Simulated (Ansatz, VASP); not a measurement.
## H2 in VASP and in Ansatz

```
H
1.0
     9.00000    0.00000    0.00000
     0.00000    9.80000    0.00000
     0.00000    0.00000    9.80000
H
2
Direct
  0.50000 0.46865 0.47798
  0.50000 0.53135 0.52202
```

Alike in both runs: task relaxation of the atoms; functional PBE; dispersion D3(BJ); k mesh 1 × 1 × 1; occupations gaussian, width 0.01 eV; no spin polarisation.

```csv
,VASP,Ansatz
version,VASP 6.6.1,Ansatz 0.2.0
potentials or method,"VASP PAW PBE potentials, release 64 (H)","scalar-relativistic, plane waves, PAW"
plane-wave cutoff (eV),520,420
valence electrons in the cell,2,2
```

|  | VASP | Ansatz | Ansatz less VASP |
| --- | --- | --- | --- |
| gap on the k mesh at the Fermi level, each at its own relaxed structure (eV) | 10.12 | 10.11 | -0.013 |
